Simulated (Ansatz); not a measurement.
# Rh(111) / 1 layer Tc(0001) / Rh(111): resistance against film thickness, part 2 of 2

Aim: what a thin film of another metal adds to the resistance, first Rh(111) / 1 layer Tc(0001) / Rh(111).

Ansatz 0.2.0; Ansatz plane-wave DFT, PBE, PAW files; ballistic transport by layer matching (Landauer), zero bias; PAW set ansatz+soft_1.

So far. Step 2 (With 1 layer): The lead's potential steps by 6.5 meV from period to period, small in itself. The program estimates the junction's conductance to 3.1 % from the k-mesh, 0 % from the leads' distance from neutral and 2.7 % from their steps. Step 3 (With 3 layers, k-mesh 16×16×1, film layers 3): The conductance of the junction is 8.5e14 S/m², 30 % under the 1.2e15 S/m² of the last finished run.

### Step 4. With 5 layers, k-mesh 16×16×1, film layers 5

The stack now holds 5 film layers; the k-mesh follows the cell, and the energies span -0.27 to 0.27 eV.

System of this step: Rh(111) / 5 layers Tc(0001) / Rh(111). The cell holds 13 atoms: 8 Rh and 5 Tc. Cell: a = 2.689 Å, b = 2.689 Å, c = 28.980 Å, α = 90.0°, β = 90.0°, γ = 120.0°. It derives from Rh and Tc. Regions: lead, 8 atoms (8 Rh); films, 5 atoms (5 Tc). The structure is stacked along c, and the current runs across the ab planes.

Input file input.yaml:

```yaml
crystal:
  lattice:
    - [2.6891977995, 0.0, 0.0]
    - [-1.3445988998, 2.3289136102, 0.0]
    - [0.0, 0.0, 28.9801080504]
  atoms:
    - { symbol: Rh, position: [0.0, 0.0, 0.0378832405] }
    - { symbol: Rh, position: [0.3333333333, 0.6666666667, 0.1136497216] }
    - { symbol: Rh, position: [0.6666666667, 0.3333333333, 0.1894162027] }
    - { symbol: Rh, position: [0.0, 0.0, 0.2651826838] }
    - { symbol: Tc, position: [0.3333333333, 0.6666666667, 0.3424527395] }
    - { symbol: Tc, position: [0.6666666667, 0.3333333333, 0.4212263698] }
    - { symbol: Tc, position: [0.3333333333, 0.6666666667, 0.5] }
    - { symbol: Tc, position: [0.6666666667, 0.3333333333, 0.5787736302] }
    - { symbol: Tc, position: [0.3333333333, 0.6666666667, 0.6575472605] }
    - { symbol: Rh, position: [0.6666666667, 0.3333333333, 0.7348173162] }
    - { symbol: Rh, position: [0.0, 0.0, 0.8105837973] }
    - { symbol: Rh, position: [0.3333333333, 0.6666666667, 0.8863502784] }
    - { symbol: Rh, position: [0.6666666667, 0.3333333333, 0.9621167595] }
kpoints:
  mp_grid: { grid: [16, 16, 1] }
hamiltonian:
  xc: pbe
  pseudopotentials: { kind: paw, azcp: { Rh: "soft_1/Rh.paw.azcp" } }
scf:
  occupations: { method: fermi_dirac, width: 0.1 }
output:
  transmission:
    leads: [[0, 1]]
    kmesh: [32, 32]
    e_range: [-0.27, 0.27]
    de: 0.036
  write_potential: true
  write_density: true
  volumetric_format: npy
```

On the command line:

```
ansatz run input.yaml --threads 4 --pin off --max-ram 8192MiB --backend cpu --events-out ev --progress --plain --runs-dir out
```

Numbers of over 12 decimals in the logs are rounded to 6 here.

The program printed:

```text
[...]
Crystal: 13 atoms, lattice volume = 181.500 Å³
Basis set: ecut = 500 eV, 4545 PW (Γ)
Bands: 127, of which v1, the nominal top of the filled ones, is band 106 counted from 1 (105 counted from 0)
Symmetry: 6 space group operations
[...]
k-points: 30 of 256 (time reversal used)
[...]
--- Transmission ---
  basis      : 61 plane waves across, 52 finite elements along
  points     : 102, standing for a mesh of 32 x 32
[...]
filled         : 4.5 meV under the level at which it is neutral
    channels       : 1.804688e0 a spin
[...]
slowest decay  : 0.0474 /Å at (0.4062, 0.1875)
  junction   : crystal 0 to crystal 0, 0.70 to 27.48 Å
    transmission   : 6.418301e-1 a spin
[...]
resistance     : 8.3727e-4 Ω µm² beyond half of each lead's own
[key lines of the parts left out:]
SCF converged after 11 iterations
Free energy (F): -78213.978349 eV
Fermi energy:    22.437124 eV
```

Elapsed: 77 s, on 4 threads of Intel Xeon Platinum 8488C (Sapphire Rapids), shared host; peak memory 1.3 GiB; 4.6 min of CPU time.

This step gave:

- free energy: -78213.9783 eV
- energy at zero smearing: -78213.7241 eV
- Fermi energy: 22.44 eV
- step of the lead's potential: 4.5 meV
- conductance of the junction: 7.78e14 S/m²
- junction conductance per cell: 0.6285 G₀
- estimated errors of the junction's conductance: 0.2, 0.4, 7.4, 3.9, 0.1 % (energy step, band edges, k-mesh, leads' steps, distance from neutral)
- area resistance that the stack adds (contact term taken off, spin by spin): 0.8373 fΩ m²

Per spin. Table of transmission, zone mean by energy, zero at the Fermi level:

```csv
energy (eV),"transmission, zone mean"
-0.270,0.706
-0.234,0.684
-0.198,0.660
-0.162,0.645
-0.126,0.663
-0.090,0.649
-0.054,0.607
-0.018,0.616
0.018,0.642
0.054,0.633
0.090,0.634
0.126,0.628
0.162,0.617
0.198,0.631
0.234,0.660
0.270,0.712
```

The conductance of the junction is 7.8e14 S/m², 8.9 % under the 8.5e14 S/m² of the last finished run, no more than the error estimates, leads' steps apart, of 4.8 and 7.4 % together.

### Step 5. With 7 layers, k-mesh 16×16×1, film layers 7

The stack now holds 7 film layers; the k-mesh follows the cell, and the energies span -0.27 to 0.27 eV.

System of this step: Rh(111) / 7 layers Tc(0001) / Rh(111). The cell holds 15 atoms: 8 Rh and 7 Tc. Its edges and angles: a = 2.689 Å, b = 2.689 Å, c = 33.546 Å, α = 90.0°, β = 90.0°, γ = 120.0°. It derives from Rh and Tc. Regions: lead, 8 atoms (8 Rh); films, 7 atoms (7 Tc). The structure is stacked along c, and the current runs across the ab planes.

input.yaml, the sections that differ from step 4:

```yaml
crystal:
  lattice:
    - [2.6891977995, 0.0, 0.0]
    - [-1.3445988998, 2.3289136102, 0.0]
    - [0.0, 0.0, 33.5458446826]
  atoms:
    - { symbol: Rh, position: [0.0, 0.0, 0.0327271653] }
    - { symbol: Rh, position: [0.3333333333, 0.6666666667, 0.0981814959] }
    - { symbol: Rh, position: [0.6666666667, 0.3333333333, 0.1636358265] }
    - { symbol: Rh, position: [0.0, 0.0, 0.2290901572] }
    - { symbol: Tc, position: [0.3333333333, 0.6666666667, 0.2958434193] }
    - { symbol: Tc, position: [0.6666666667, 0.3333333333, 0.3638956128] }
    - { symbol: Tc, position: [0.3333333333, 0.6666666667, 0.4319478064] }
    - { symbol: Tc, position: [0.6666666667, 0.3333333333, 0.5] }
    - { symbol: Tc, position: [0.3333333333, 0.6666666667, 0.5680521936] }
    - { symbol: Tc, position: [0.6666666667, 0.3333333333, 0.6361043872] }
    - { symbol: Tc, position: [0.3333333333, 0.6666666667, 0.7041565807] }
    - { symbol: Rh, position: [0.6666666667, 0.3333333333, 0.7709098428] }
    - { symbol: Rh, position: [0.0, 0.0, 0.8363641735] }
    - { symbol: Rh, position: [0.3333333333, 0.6666666667, 0.9018185041] }
    - { symbol: Rh, position: [0.6666666667, 0.3333333333, 0.9672728347] }
# kpoints, hamiltonian, scf, output: as in step 4
```

The program printed:

```text
[...]
Crystal: 15 atoms, lattice volume = 210.095 Å³
Basis set: ecut = 500 eV, 5259 PW (Γ)
Bands: 145, of which v1, the nominal top of the filled ones, is band 121 counted from 1 (120 counted from 0)
Symmetry: 6 space group operations
[...]
k-points: 30 of 256 (time reversal used)
[...]
--- Transmission ---
  basis      : 61 plane waves across, 65 finite elements along
  points     : 102, standing for a mesh of 32 x 32
[...]
filled         : 3.3 meV under the level at which it is neutral
    channels       : 1.804688e0 a spin
[...]
slowest decay  : 0.0443 /Å at (0.4062, 0.1875)
  junction   : crystal 0 to crystal 0, 0.70 to 32.05 Å
    transmission   : 6.990393e-1 a spin
[...]
resistance     : 7.2205e-4 Ω µm² beyond half of each lead's own
[key lines of the parts left out:]
SCF converged after 12 iterations
Free energy (F): -89010.009586 eV
Fermi energy:    22.439014 eV
```

Wall time 94 s (4 threads); peak memory 1.6 GiB; 5.7 min of CPU time.

This step gave:

```
free energy                                                                : -89010.0096 eV
energy at zero smearing                                                    : -89009.7210 eV
step of the lead's potential                                               : 4.7 meV
conductance of the junction                                                : 8.54e14 S/m²
junction conductance per cell                                              : 0.6904 G₀
estimated errors of the junction's conductance                             : 0.1, 1.1, 6.3, 4.9, 0.1 % (energy step, band edges, k-mesh, leads' steps, distance from neutral)
area resistance that the stack adds (contact term taken off, spin by spin) : 0.7220 fΩ m²
```

Per spin. Table of transmission, zone mean by energy, zero at the Fermi level:

| energy (eV) | transmission, zone mean |
| --- | --- |
| -0.270 | 0.645 |
| -0.234 | 0.669 |
| -0.198 | 0.679 |
| -0.162 | 0.685 |
| -0.126 | 0.698 |
| -0.090 | 0.674 |
| -0.054 | 0.665 |
| -0.018 | 0.687 |
| 0.018 | 0.699 |
| 0.054 | 0.712 |
| 0.090 | 0.697 |
| 0.126 | 0.669 |
| 0.162 | 0.674 |
| 0.198 | 0.707 |
| 0.234 | 0.697 |
| 0.270 | 0.705 |

The conductance of the junction is 8.5e14 S/m², 9.8 % over the 7.8e14 S/m² of the last finished run, no more than the error estimates, leads' steps apart, of 7.4 and 6.3 % together.

### Step 6. With 9 layers, k-mesh 16×16×1, film layers 9

The stack now holds 9 film layers; the k-mesh follows the cell, and the energies span -0.27 to 0.27 eV.

System of this step: Rh(111) / 9 layers Tc(0001) / Rh(111). The cell holds 17 atoms: 8 Rh and 9 Tc. Its edges and angles: a = 2.689 Å, b = 2.689 Å, c = 38.112 Å, α = 90.0°, β = 90.0°, γ = 120.0°. It derives from Rh and Tc. Regions: lead, 8 atoms (8 Rh); films, 9 atoms (9 Tc). The structure is stacked along c, and the current runs across the ab planes.

input.yaml, the sections that differ from step 5:

```yaml
crystal:
  lattice:
    - [2.6891977995, 0.0, 0.0]
    - [-1.3445988998, 2.3289136102, 0.0]
    - [0.0, 0.0, 38.1115813147]
  atoms:
    - { symbol: Rh, position: [0.0, 0.0, 0.0288064774] }
    - { symbol: Rh, position: [0.3333333333, 0.6666666667, 0.0864194321] }
    - { symbol: Rh, position: [0.6666666667, 0.3333333333, 0.1440323868] }
    - { symbol: Rh, position: [0.0, 0.0, 0.2016453415] }
    - { symbol: Tc, position: [0.3333333333, 0.6666666667, 0.2604016168] }
    - { symbol: Tc, position: [0.6666666667, 0.3333333333, 0.3203012126] }
    - { symbol: Tc, position: [0.3333333333, 0.6666666667, 0.3802008084] }
    - { symbol: Tc, position: [0.6666666667, 0.3333333333, 0.4401004042] }
    - { symbol: Tc, position: [0.3333333333, 0.6666666667, 0.5] }
    - { symbol: Tc, position: [0.6666666667, 0.3333333333, 0.5598995958] }
    - { symbol: Tc, position: [0.3333333333, 0.6666666667, 0.6197991916] }
    - { symbol: Tc, position: [0.6666666667, 0.3333333333, 0.6796987874] }
    - { symbol: Tc, position: [0.3333333333, 0.6666666667, 0.7395983832] }
    - { symbol: Rh, position: [0.6666666667, 0.3333333333, 0.7983546585] }
    - { symbol: Rh, position: [0.0, 0.0, 0.8559676132] }
    - { symbol: Rh, position: [0.3333333333, 0.6666666667, 0.9135805679] }
    - { symbol: Rh, position: [0.6666666667, 0.3333333333, 0.9711935226] }
# kpoints, hamiltonian, scf, output: as in step 5
```

The program printed:

```text
[...]
Crystal: 17 atoms, lattice volume = 238.689 Å³
Basis set: ecut = 500 eV, 5995 PW (Γ)
Bands: 163, of which v1, the nominal top of the filled ones, is band 136 counted from 1 (135 counted from 0)
Symmetry: 6 space group operations
[...]
k-points: 30 of 256 (time reversal used)
[...]
--- Transmission ---
  basis      : 61 plane waves across, 73 finite elements along
  points     : 102, standing for a mesh of 32 x 32
[...]
filled         : 3.2 meV under the level at which it is neutral
    channels       : 1.804688e0 a spin
[...]
slowest decay  : 0.0438 /Å at (0.4062, 0.1875)
  junction   : crystal 0 to crystal 0, 0.70 to 36.61 Å
    transmission   : 6.722939e-1 a spin
[...]
resistance     : 7.7633e-4 Ω µm² beyond half of each lead's own
[key lines of the parts left out:]
SCF converged after 12 iterations
Free energy (F): -99806.053959 eV
Fermi energy:    22.439932 eV
```

Wall time 1.8 min (4 threads); peak memory 1.9 GiB.

This step gave:

```yaml
free_energy: -99806.0540 eV
energy_at_zero_smearing: -99805.7321 eV
step_of_the_lead_s_potential: 5.6 meV
conductance_of_the_junction: 8.16e14 S/m²
junction_conductance_per_cell: 0.6598 G₀
estimated_errors_of_the_junction_s_conductance: 0.1, 0.7, 5.4, 7, 0.3 % (energy step, band edges, k-mesh, leads' steps, distance from neutral)
area_resistance_that_the_stack_adds_contact_term_taken_off_spin_by_spin: 0.7763 fΩ m²
```

Per spin. The transmission, zone mean by energy, zero at the Fermi level:

| energy (eV) | transmission, zone mean |
| --- | --- |
| -0.270 | 0.614 |
| -0.234 | 0.588 |
| -0.198 | 0.595 |
| -0.162 | 0.601 |
| -0.126 | 0.634 |
| -0.090 | 0.611 |
| -0.054 | 0.619 |
| -0.018 | 0.646 |
| 0.018 | 0.672 |
| 0.054 | 0.698 |
| 0.090 | 0.726 |
| 0.126 | 0.732 |
| 0.162 | 0.717 |
| 0.198 | 0.715 |
| 0.234 | 0.705 |
| 0.270 | 0.733 |

The conductance of the junction is 8.2e14 S/m², 4.4 % under the 8.5e14 S/m² of the last finished run, within the error estimates, leads' steps apart, of 6.3 and 5.4 %.

### Step 7. Cost and result by level

Times are for 4 threads of Intel Xeon Platinum 8488C (Sapphire Rapids), shared host. The series side by side:

| no. | film layers | area resistance that the stack adds (contact term taken off, spin by spin) (fΩ m²) | conductance of the junction (S/m²) | time | memory (GiB) |
| --- | --- | --- | --- | --- | --- |
| 1 | 1 | 0.3672 | 1.23e15 | 1.8 min | 0.99 |
| 2 | 3 | 0.7228 | 8.54e14 | 59 s | 1.0 |
| 3 | 5 | 0.8373 | 7.78e14 | 77 s | 1.3 |
| 4 | 7 | 0.7220 | 8.54e14 | 94 s | 1.6 |
| 5 | 9 | 0.7763 | 8.16e14 | 1.8 min | 1.9 |

### Step 8. With 3 layers

The run is repeated with changed settings as a check of sensitivity.

This step: Ansatz plane-wave DFT, PBE, PAW files; ballistic transport by layer matching (Landauer), zero bias; changed: output.transmission.kmesh = [24, 24], output.transmission.kmesh = [24, 24]; PAW set ansatz+soft_1 (Ansatz 0.2.0).

System of this step: Rh(111) / 3 layers Tc(0001) / Rh(111). The cell holds 11 atoms: 8 Rh and 3 Tc. Its edges and angles: a = 2.689 Å, b = 2.689 Å, c = 24.414 Å, α = 90.0°, β = 90.0°, γ = 120.0°. It derives from Rh and Tc. Regions: lead, 8 atoms (8 Rh); films, 3 atoms (3 Tc). The structure is stacked along c, and the current runs across the ab planes.

Input file input.yaml:

```yaml
crystal:
  lattice:
    - [2.6891977995, 0.0, 0.0]
    - [-1.3445988998, 2.3289136102, 0.0]
    - [0.0, 0.0, 24.4143714183]
  atoms:
    - { symbol: Rh, position: [0.0, 0.0, 0.0449677932] }
    - { symbol: Rh, position: [0.3333333333, 0.6666666667, 0.1349033795] }
    - { symbol: Rh, position: [0.6666666667, 0.3333333333, 0.2248389659] }
    - { symbol: Rh, position: [0.0, 0.0, 0.3147745522] }
    - { symbol: Tc, position: [0.3333333333, 0.6666666667, 0.4064948969] }
    - { symbol: Tc, position: [0.6666666667, 0.3333333333, 0.5] }
    - { symbol: Tc, position: [0.3333333333, 0.6666666667, 0.5935051031] }
    - { symbol: Rh, position: [0.6666666667, 0.3333333333, 0.6852254478] }
    - { symbol: Rh, position: [0.0, 0.0, 0.7751610341] }
    - { symbol: Rh, position: [0.3333333333, 0.6666666667, 0.8650966205] }
    - { symbol: Rh, position: [0.6666666667, 0.3333333333, 0.9550322068] }
kpoints:
  mp_grid: { grid: [16, 16, 1] }
hamiltonian:
  xc: pbe
  pseudopotentials: { kind: paw, azcp: { Rh: "soft_1/Rh.paw.azcp" } }
scf:
  occupations: { method: fermi_dirac, width: 0.1 }
output:
  transmission:
    leads: [[0, 1]]
    kmesh: [24, 24]
    e_range: [-0.27, 0.27]
    de: 0.036
  write_potential: true
  write_density: true
  volumetric_format: npy
```

The program printed:

```text
[...]
Crystal: 11 atoms, lattice volume = 152.905 Å³
Basis set: ecut = 500 eV, 3821 PW (Γ)
Bands: 109, of which v1, the nominal top of the filled ones, is band 91 counted from 1 (90 counted from 0)
Symmetry: 6 space group operations
[...]
k-points: 30 of 256 (time reversal used)
[...]
SCF iter   1: F=—  HF=-67465.546436 eV  |F-HF|=—  |Δ(HF+E_count)|=         —  Δρ=3.35e-1  dr2=3.85e3  ethr=3.10e-3  ⟨swp⟩=5.7  Hψ=10851  notcnv=0  defer=7
[...]
SCF iter  12: F=-67417.949555 eV  HF=-67417.949555 eV  |F-HF|=3.29e-9  |Δ(HF+E_count)|=   2.34e-9  Δρ=4.60e-7  dr2=3.38e-9  ethr=5.52e-11  ⟨swp⟩=5.7  Hψ=6056  notcnv=0
SCF 1 converged in 12 iterations: F = -67417.949555 eV  dr2 = 3.38e-9
[...]
transmission: 272 of 2684 steps passed
transmission: 540 of 2684 steps passed
[...]
transmission: 2684 of 2684 steps passed
SCF converged after 12 iterations
Free energy (F): -67417.949555 eV
[...]
Internal energy: -67417.512670 eV  (E = F + TS)
E sigma→0 (E₀):  -67417.731112 eV
Entropy (-TS):   -0.436885 eV (-39.717 meV/atom)
Fermi energy:    22.432391 eV
[...]
--- Band table (eV; the first three rows and the last of 30) ---
  k-point 0: bands = [... 87 lower, 21.3953, 21.4005, 21.4005, 21.5215, 21.5215, 21.6240, 21.6240, 21.8961, ... 14 higher]
  k-point 1: bands = [... 87 lower, 21.2327, 21.3960, 21.4019, 21.5162, 21.5428, 21.7150, 21.7186, 21.8057, ... 14 higher]
  k-point 2: bands = [... 87 lower, 21.1119, 21.2366, 21.3342, 21.3475, 21.4560, 21.5858, 21.6597, 21.8088, ... 14 higher]
  k-point 29: bands = [... 87 lower, 22.3130, 22.5851, 22.6726, 22.6840, 22.7669, 22.8694, 22.9716, 23.0605, ... 14 higher]
--- Transmission ---
  basis      : 61 plane waves across, 44 finite elements along
  points     : 61, standing for a mesh of 24 x 24
[...]
filled         : 3.9 meV under the level at which it is neutral
    channels       : 1.760417e0 a spin
[...]
slowest decay  : 0.1261 /Å at (0.4167, 0.1667)
  junction   : crystal 0 to crystal 0, 0.70 to 22.92 Å
    transmission   : 6.591131e-1 a spin
[...]
resistance     : 7.5974e-4 Ω µm² beyond half of each lead's own
```

Wall time 38 s (4 threads); peak memory 1 GiB.

Residual by cycle:

cycle, log10 residual and a bar from the least value:
```
        1        3.6 ##############################
        2        2.6 ###########################
        3        1.0 #######################
        4        0.7 #######################
        5       -1.2 ##################
        6       -1.5 #################
        7       -3.3 #############
        8       -3.7 ############
        9       -5.5 #######
       10       -5.9 ######
       11       -6.6 #####
       12       -8.5
```

The run finished with changed settings (output.transmission.kmesh = [24, 24] and output.transmission.kmesh = [24, 24]); it serves as a test.

The two runs compared:

| quantity | this run | sound run | difference |
| --- | --- | --- | --- |
| ballistic conductance of the lead (S/m²) | 2.181e15 | 2.229e15 | -4.8e13 |
| lead conductance per cell (G₀) | 1.7629 | 1.8014 | -0.0386 |
| conductance of the junction (S/m²) | 8.208e14 | 8.536e14 | -3.3e13 |
| junction conductance per cell (G₀) | 0.66347 | 0.69001 | -0.0265 |
| area resistance that the stack adds (contact term taken off, spin by spin) (fΩ m²) | 0.75974 | 0.72275 | 0.0370 |

### Step 9. Summary of results

```yaml
area_resistance_1_layer: 0.367 fΩ m²
area_resistance_3_layers: 0.723 fΩ m²
area_resistance_5_layers: 0.837 fΩ m²
area_resistance_7_layers: 0.722 fΩ m²
area_resistance_9_layers: 0.776 fΩ m²
```

The stack adds 0.37 fΩ m² with 1 layer and 0.78 fΩ m² with 9. From 3 layers on no step exceeds the two runs' error estimates together, as expected where only the two interfaces scatter; half the mean, 0.38 fΩ m², is a rough coherent figure for one interface. Atoms sit on ideal sites and aren't relaxed. Tc(0001) is compressed by 1.9 % in plane to fit Rh(111).

[Logs are printed without paths, hosts, clocks, repeated set-up lines and the standing remarks that a program may print on its own settings, such as how far it seeks lower states.]

[Hosts, paths, dates, database ids (printed as entryN), source tags and the programs' standing remarks are cut or masked in the printed files.]
